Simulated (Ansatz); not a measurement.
An Ansatz input:

```yaml
crystal:
  lattice:
    - [0.0, 2.5154457624, 2.5154457624]
    - [2.5154457624, 0.0, 2.5154457624]
    - [2.5154457624, 2.5154457624, 0.0]
  atoms:
    - { symbol: Cr, position: [0.125, 0.125, 0.125] }
    - { symbol: Cr, position: [0.875, 0.875, 0.875] }
hamiltonian:
  xc: pbe
  pseudopotentials:
    kind: paw
    azcp:
      Cr: "pseudopotentials/Cr.paw.azcp"
basis:
  ecutwfc: 420
  fft_grid_basis: typed
kpoints:
  mp_grid: { grid: [12, 12, 12], shift: [0, 0, 0] }
magnetization:
  spin_polarized: false
scf:
  occupations: { method: fermi_dirac, width: 0.1 }
  lower_state_search: "off"
output:
  stress: true
  write_density: true
  write_potential: true
  elf: true
  volumetric_format: npy
```

Terminal output

```
Engine: ansatz 0.2.0, x86_64-unknown-linux-gnu
Pseudopotentials: kind: paw
Pseudopotential: Cr, paw, valence charge 14, recommended cutoff 420 eV (normal) 
Functional definition: PBE
  parameter kappa = 0.804
  parameter beta = 0.06672455060314922
  exchange = pbe_x(kappa = kappa, mu = beta*pi^2/3)
  correlation = pbe_c(beta = beta)
Crystal: 2 atoms, lattice volume = 31.833 Å³
Basis set: ecut = 420 eV, 609 PW (Γ)
Bands: 18, of which v1, the nominal top of the filled ones, is band 14 counted from 1 (13 counted from 0)
Symmetry: 48 space group operations
Space group: Fd-3m (ITA 227), of the structure as read, at distance tolerance 3.2e-5 Å
k-points: 72 of 1728
Non-local potential: Cr, projectors of the file, l = 0: 3, l = 1: 2, l = 2: 3, l = 3: 1
PAW form: soft (Blöchl's): semilocal exchange-correlation on the pseudo side does not see the compensation charge
PAW one-centre angular grid: Cr, 590 points (default); XC on 64 Gauss nodes
Initial density: superposition of atomic densities (neutral atoms: chi_scale 0, normalization atom), corrected by the library's trained network
Initial wavefunctions: pseudopotential atomic-orbital guess
Functional: x = pbe(κ = 0.804, μ = 0.2195149727645171), c = pbe(β = 0.06672455060314922)
SCF iter   1: F=—  HF=-6751.186286 eV  |F-HF|=—  |Δ(HF+E_count)|=         —  Δρ=6.97e-3  dr2=8.88e-3  ethr=1.77e-3  ⟨swp⟩=3.1  Hψ=4959  notcnv=0
SCF iter   2: F=—  HF=-6751.187521 eV  |F-HF|=—  |Δ(HF+E_count)|=   1.23e-3  Δρ=3.67e-3  dr2=2.21e-3  ethr=3.17e-5  ⟨swp⟩=1.1  Hψ=1892  notcnv=0
SCF iter   3: F=—  HF=-6751.188228 eV  |F-HF|=—  |Δ(HF+E_count)|=   7.07e-4  Δρ=9.08e-4  dr2=1.66e-4  ethr=7.88e-6  ⟨swp⟩=1.0  Hψ=1297  notcnv=0
SCF iter   4: F=—  HF=-6751.188261 eV  |F-HF|=—  |Δ(HF+E_count)|=   3.33e-5  Δρ=2.87e-4  dr2=3.14e-5  ethr=5.92e-7  ⟨swp⟩=3.0  Hψ=2530  notcnv=0
SCF iter   5: F=—  HF=-6751.188255 eV  |F-HF|=—  |Δ(HF+E_count)|=   6.15e-6  Δρ=6.05e-5  dr2=1.58e-6  ethr=1.12e-7  ⟨swp⟩=2.0  Hψ=1617  notcnv=0
SCF iter   6: F=—  HF=-6751.188255 eV  |F-HF|=—  |Δ(HF+E_count)|=   2.62e-7  Δρ=1.88e-5  dr2=1.03e-7  ethr=5.65e-9  ⟨swp⟩=2.0  Hψ=1685  notcnv=0
SCF iter   7: F=-6751.188255 eV  HF=-6751.188255 eV  |F-HF|=2.11e-10  |Δ(HF+E_count)|=   3.76e-8  Δρ=3.65e-6  dr2=3.48e-9  ethr=3.57e-10  ⟨swp⟩=6.1  Hψ=6354  notcnv=0
SCF 1 converged in 7 iterations: F = -6751.188255 eV  dr2 = 3.48e-9
SCF converged after 7 iterations
Free energy (F): -6751.188255 eV
Harris-Foulkes:  -6751.188255 eV  (|F-HF|=2.11e-10)
Internal energy: -6751.059121 eV  (E = F + TS)
E sigma→0 (E₀):  -6751.123688 eV
Entropy (-TS):   -0.129134 eV (-64.567 meV/atom)
Fermi energy:    12.798080 eV
--- Per-component energies (eV) ---
  E_band       = -449.363475
  E_kinetic    = 692.666392
  E_local      = -3367.463560  (includes V_loc(G=0)·N_el)
  E_nonlocal   = 170.047913
  E_hartree    = 1452.631633
  E_xc         = -276.913708
  E_vxc        = -353.083192  (∫ρ·V_xc dr)
  E_paw        = -2400.034492  (= ΣΔE_a)
  E_vpaw       = -496.798552  (= ΣTr[D̂ρ^β])
  E_aug_tail   = 0.000797  (compensation charges beyond the density's cutoff)
  E_ewald      = -3021.994097
  E_smearing   = -0.129134  (= −TS)
  E_closure    = -0.000000  (closes the sum)
  Σ components = -6751.188255   (vs F -6751.188255, Δ=0.00e0)
--- Stress (GPa, compression-positive) ---
        4.525173       0.000000      -0.000000
        0.000000       4.525173       0.000000
       -0.000000       0.000000       4.525173
  P = ⅓ Tr σ = 4.5252 GPa (45.252 kbar)
--- Band table (eV; the first three rows and the last of 72) ---
  k-point 0: bands = ["-58.3093", "-57.6621", "-29.8628", "-29.8628", "-29.8628", "-28.9786", "-28.9786", "-28.9786", "7.0098", "11.1585", "11.1585", "11.6906", "11.6906", "11.6906", "13.9065", "13.9065", "13.9065", "16.0748"]
  k-point 1: bands = ["-58.3012", "-57.6705", "-29.8710", "-29.8710", "-29.8631", "-28.9794", "-28.9703", "-28.9703", "7.1498", "11.0809", "11.0809", "11.6972", "11.8135", "11.8135", "13.7892", "13.8918", "13.8918", "16.0708"]
  k-point 2: bands = ["-58.2780", "-57.6947", "-29.8924", "-29.8924", "-29.8641", "-28.9814", "-28.9484", "-28.9484", "7.5581", "10.9792", "10.9792", "11.7315", "12.0132", "12.0132", "13.4549", "13.8888", "13.8888", "16.0520"]
  k-point 71: bands = ["-57.9892", "-57.9892", "-30.0867", "-30.0867", "-29.4228", "-29.4228", "-28.7596", "-28.7596", "10.0426", "10.0426", "12.1398", "12.1398", "12.7628", "12.7628", "13.1064", "13.1064", "16.2462", "16.2462"]
```

Launched by

```sh
ansatz run input.yaml --threads 1 --pin off --max-ram 3584MiB --backend cpu --events-out ev --progress --plain --runs-dir out
```

On 1 thread of Intel(R) Xeon(R) Platinum 8259CL CPU @ 2.50GHz (Skylake/Cascade Lake) (shared host) this took about 4.3 s of wall time and 3.9 s of CPU time.
